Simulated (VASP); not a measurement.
# Sb (I4/mmm) in VASP: a series of runs

The runs below take Sb through single point, with r2SCAN.

All numbers are computed with VASP 6.6.1; they aren't measurements. Logs are shortened: lines on timing, memory, paths and dates and some standing lists are left out, and cuts for length are marked.

## 1. The crystal as given

It takes space group I4/mmm (No. 139, tetragonal). Conventional cell: a = 3.153 Å, b = 3.153 Å, c = 5.424 Å, α = 90.00°, β = 90.00°, γ = 90.00°. Sb (site symmetry 4/mmm) is surrounded by 12 Sb at 3.15 to 3.51 Å.

This isn't the form of Sb at room conditions, which is rhombohedral.

## 2. Single point, r2SCAN

Input file INCAR:

```
SYSTEM = Sb
PREC = Accurate
ENCUT = 400
EDIFF = 0.001
ISMEAR = 0
SIGMA = 0.1
LREAL = .FALSE.
LASPH = .TRUE.
NELM = 100
ALGO = Normal
ISIF = 2
LWAVE = .FALSE.
LCHARG = .FALSE.
METAGGA = R2SCAN
LMIXTAU = .TRUE.
ADDGRID = .FALSE.
```

Input file KPOINTS:

```
regular mesh
0
G
  11 11 11
  0 0 0
```

Input file POSCAR:

```
Sb
1.0
   -1.5638750000      1.6131910000      2.7402030000
    1.6104090000     -1.5604430000      2.7365900000
    1.5281950000      1.5247630000     -2.7095380000
Sb
1
Direct
    0.0004760000      0.0218010000      0.0165680000
```

Potentials or basis: VASP PAW PBE potentials, release 64 (Sb).

On the command line:

```console
> cat potpaw_PBE.64/Sb/POTCAR > POTCAR
> mpirun -np 1 vasp_std > vasp.out
```

OUTCAR:

```text
SYSTEM = Sb
   PREC = Accurate
   ENCUT = 400
   EDIFF = 0.001
   ISMEAR = 0
   LREAL = .FALSE.
   LASPH = .TRUE.
   NELM = 100
   ISIF = 2
   METAGGA = R2SCAN

 Found    666 irreducible k-points:

 Following reciprocal coordinates:
            Coordinates               Weight
  0.000000  0.000000  0.000000      1.000000
  0.090909  0.000000  0.000000      2.000000
  0.181818 -0.000000  0.000000      2.000000
  0.272727  0.000000 -0.000000      2.000000
  0.363636 -0.000000  0.000000      2.000000
  0.454545  0.000000 -0.000000      2.000000
   k-points           NKPTS =    666   k-points in BZ     NKDIM =    666   number of bands    NBANDS=      6
   number of dos      NEDOS =    301   number of ions     NIONS =      1
   total plane-waves  NPLWV =  13824
   dimension x,y,z NGX =    24 NGY =   24 NGZ =   24
   dimension x,y,z NGXF=    48 NGYF=   48 NGZF=   48
   ions per type =               1
   NGX,Y,Z   is equivalent  to a cutoff of  11.26, 11.28, 11.52 a.u.
   NGXF,Y,Z  is equivalent  to a cutoff of  22.52, 22.55, 23.03 a.u.
 SYSTEM =  Sb
   PREC   = accura    normal or accurate (medium, high low for compatibility)
   ISTART =      0    job   : 0-new  1-cont  2-samecut
   ICHARG =      2    charge: 1-file 2-atom 10-const
   ISPIN  =      1    spin polarized calculation?
   LNONCOLLINEAR =      F non collinear calculations
   LSORBIT =      F    spin-orbit coupling
   LASPH  =      T    aspherical Exc in radial PAW
   ENCUT  =  400.0 eV  29.40 Ry    5.42 a.u.   5.78  5.77  5.65*2*pi/ulx,y,z
   NELM   =    100;   NELMIN=  2; NELMDL= -5     # of ELM steps
   EDIFF  = 0.1E-02   stopping-criterion for ELM
   LREAL  =      F    real-space projection
   EDIFFG = 0.1E-01   stopping-criterion for IOM
   NSW    =      0    number of steps for IOM
   IBRION =     -1    ionic relax: 0-MD 1-quasi-New 2-CG
   NFREE  =      0    steps in history (QN), initial steepest desc. (CG)
   ISIF   =      2    stress and relaxation
   ISYM   =      2    0-nonsym 1-usesym 2-fastsym
   POTIM  = 0.5000    time-step for ionic-motion
   TEBEG  =    0.0;   TEEND  =   0.0 temperature during run
   PSTRESS=    0.0 pullay stress
   NELECT =       5.0000    total number of electrons
   NUPDOWN=      -1.0000    fix difference up-down
   EMIN   =  10.00;   EMAX   =-10.00  energy-range for DOS
   EFERMI =   0.00;   METHOD = LEGACY
   ISMEAR =     0;   SIGMA  =   0.10  broadening in eV -4-tet -1-fermi 0-gaus
   EFERMI_NEDOS =   21; number of points for ismear=-14 and -15
   IALGO  =     38    algorithm
   IMIX   =      4    mixing-type and parameters
     AMIX     =   0.40;   BMIX     =  1.00
     AMIX_MAG =   1.60;   BMIX_MAG =  1.00
  volume/ion in A,a.u.               =      26.96       181.95
  Fermi-wavevector in a.u.,A,eV,Ry     =   0.933573  1.764197 11.858272  0.871558
  Thomas-Fermi vector in A             =   2.060288
   LORBIT       =      0    0 simple, 1 ext, 2 COOP (PROOUT), +10 PAW based schemes
   METAGGA = R2SCAN    functional components
   LHFCALC =     F    Hartree Fock is set to
   AEXX    =    0.0000 exact exchange contribution
   IVDW    =     0    specifies the selected vdW correction
   LEPSILON=     F    determine dielectric tensor
   LRPA    =     F    only Hartree local field effects (RPA)
 non-spin polarized calculation
 Gauss-broadening in eV      SIGMA  =   0.10
  energy-cutoff  :      400.00
  volume of cell :       26.96
 maximum number of plane-waves:       504
   NGX = 11   NGY = 11   NGZ = 11

 number of electron       5.0000000 magnetization

 Free energy of the ion-electron system (eV)
  ---------------------------------------------------
  ext. energy  EPLUGINS =         0.00000000
  ---------------------------------------------------
  free energy    TOTEN  =       -25.26396549 eV

  energy without entropy =      -25.25979109  energy(sigma->0) =      -25.26187829

 E-fermi :   8.4847     XC(G=0): -10.7818

 val. band max:        8.4843405397   @ k =   0.2727   0.2727   0.1818
 cond. band min:       8.4857187156   @ k =  -0.3636   0.3636   0.0909
 fundamental gap:      0.0013781759
 Fermi energy:         8.4846580112

 k-point     1 :       0.0000    0.0000    0.0000
  band No.  band energies     occupation
      1      -5.1293      2.00000
      2      13.1860      0.00000
      3      14.2151      0.00000
      4      14.2703      0.00000
      5      18.1294      0.00000
      6      19.3577      0.00000

 k-point     2 :       0.0909    0.0000    0.0000
  band No.  band energies     occupation
      1      -4.9566      2.00000
      2      12.2914      0.00000
      3      13.2216      0.00000
      4      14.2145      0.00000
      5      18.1394      0.00000
      6      18.6308      0.00000

 k-point     3 :       0.1818   -0.0000    0.0000
  band No.  band energies     occupation
      1      -4.4417      2.00000
      2       9.6737      0.00000
      3      12.2698      0.00000
      4      14.1853      0.00000
      5      16.9135      0.00000
      6      18.6143      0.00000

 k-point     4 :       0.2727    0.0000   -0.0000
  band No.  band energies     occupation
      1      -3.5993      2.00000
      2       6.9084      2.00000
      3      11.4226      0.00000
      4      14.2059      0.00000
      5      16.0094      0.00000
      6      18.6085      0.00000

 k-point     5 :       0.3636   -0.0000    0.0000
  band No.  band energies     occupation
      1      -2.4846      2.00000
      2       4.4344      2.00000
      3      10.7858      0.00000
      4      14.2825      0.00000
      5      15.4203      0.00000
      6      18.8106      0.00000

 k-point     6 :       0.4545    0.0000   -0.0000
  band No.  band energies     occupation
      1      -1.3690      2.00000
      2       2.6221      2.00000
      3      10.4484      0.00000
      4      14.3582      0.00000
      5      15.1296      0.00000
      6      19.1359      0.00000

 [... further k-points ...]

------------------------ aborting loop because EDIFF is reached ----------------------------------------

  FORCE on cell =-STRESS in cart. coord.  units (eV):
  Direction    XX          YY          ZZ          XY          YZ          ZX
  --------------------------------------------------------------------------------------
  -------------------------------------------------------------------------------------
  Total        0.0373348      0.0402869      0.0515951     -0.0270145      0.0103746     -0.0138884
  in kB        2.2185805      2.3940020      3.0659790     -1.6053082      0.6164990     -0.8253009
  external PRESSURE =       2.5595205 kB  Pullay stress =       0.0000000 kB

 VOLUME and BASIS-vectors are now :
 -----------------------------------------------------------------------------
  energy-cutoff  :      400.00
  volume of cell :       26.96
      direct lattice vectors                 reciprocal lattice vectors
    -1.563875000  1.613191000  2.740203000     0.002055809  0.316948054  0.179518554
     1.610409000 -1.560443000  2.736590000     0.317083613  0.001847581  0.179876686
     1.528195000  1.524763000 -2.709538000     0.322328449  0.322401118 -0.005843793

 POSITION                                       TOTAL-FORCE (eV/Angst)
 -----------------------------------------------------------------------------------
      0.05968     -0.00799      0.01607        -0.000000      0.000000      0.000000
 -----------------------------------------------------------------------------------
    total drift:                               -0.000000     -0.000000      0.000001

  FREE ENERGIE OF THE ION-ELECTRON SYSTEM (eV)
  ---------------------------------------------------
  free  energy   TOTEN  =       -25.2639654912 eV

  energy  without entropy=      -25.2597910946  energy(sigma->0) =      -25.26187829
```

It took 52 s on 1 thread of Intel Xeon 6975P-C (Granite Rapids), shared host; peak memory 0.21 GiB.

The run converged, but some of its settings lie outside the range that counts as converged, so its numbers aren't taken as properties of the crystal.

What came out:

```
Free energy            : -25.2640 eV
Pressure               : 0.3 GPa
Band gap on the k mesh : none (metal or under the smearing width)
```

Caveat: the PAW data sets were made with another functional, which shifts forces and pressure a little.

## 3. Single point, r2SCAN

INCAR: that of step 2 with these lines changed.

```diff
@@ -3,3 +3,3 @@
 ENCUT = 400
-EDIFF = 0.001
+EDIFF = 1E-4
 ISMEAR = 0
```

KPOINTS is that of step 2.

Input file POSCAR:

```
Sb
1.0
   -1.5765401831      1.5765401831      2.7119384313
    1.5765401831     -1.5765401831      2.7119384313
    1.5765401831      1.5765401831     -2.7119384313
Sb
1
Direct
    0.0000000000      0.0000000000      0.0000000000
```

Potentials or basis: VASP PAW PBE potentials, release 64 (Sb).

On the command line:

```console
> cat potpaw_PBE.64/Sb/POTCAR > POTCAR
> mpirun -np 1 vasp_std > vasp.out
```

It took 16 s on 1 thread of Intel Xeon 6975P-C (Granite Rapids), shared host; peak memory 0.15 GiB.

The run converged, but some of its settings lie outside the range that counts as converged, so its numbers aren't taken as properties of the crystal.

What came out:

```
Free energy            : -25.2634 eV
Pressure               : 0.7 GPa
Band gap on the k mesh : none (metal or under the smearing width)
```

Caveat: the PAW data sets were made with another functional, which shifts forces and pressure a little.

## 4. For comparison

An earlier run on the cell as given: functional PBEsol; potentials or basis VASP PAW PBE potentials, release 64 (Sb); cutoff 520 eV; k mesh 12 × 12 × 12; occupations fermi-dirac, width 0.05 eV; no spin polarisation.

- Pressure: -1.3 GPa
- Band gap on the k mesh: none (metal or under the smearing width)
